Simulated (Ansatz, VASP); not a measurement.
# Two plane-wave programs on NaCl

```
Na Cl
1.0
     2.86000    0.00000    0.00000
     0.00000    2.86000    0.00000
     0.00000    0.00000    2.86000
Na Cl
1 1
Direct
  0.00000 0.00000 0.00000
  0.50000 0.50000 0.50000
```

Measurements of this composition are mostly on another form, of space group No. 225.

Alike in both runs: functional PBE; k mesh 10 × 10 × 10; occupations fermi-dirac, width 0.02 eV; no spin polarisation.

Ansatz relaxed the structure, and its values are those at the end. VASP's run is a single point on that final structure, the one shown.

```csv
,VASP,Ansatz
version,VASP 6.6.1,Ansatz 0.2.0
potentials or method,"VASP PAW PBE potentials, release 64 (Na_pv, Cl)","plane-wave PAW, scalar-relativistic"
plane-wave cutoff (eV),520,420
valence electrons in the cell,14,16
```

Ansatz gave:

```
gap on the k mesh at the Fermi level (eV) : 4.37
```

Task: Which values does VASP return?

Result: gap on the k mesh at the Fermi level (eV): 4.42.

The two sets of potentials don't hold the same shells in valence. Ansatz warned: «stress_scf_threshold_loose».

 A k mesh can miss the band edges. As with any semilocal functional, this PBE gap is likely too small.
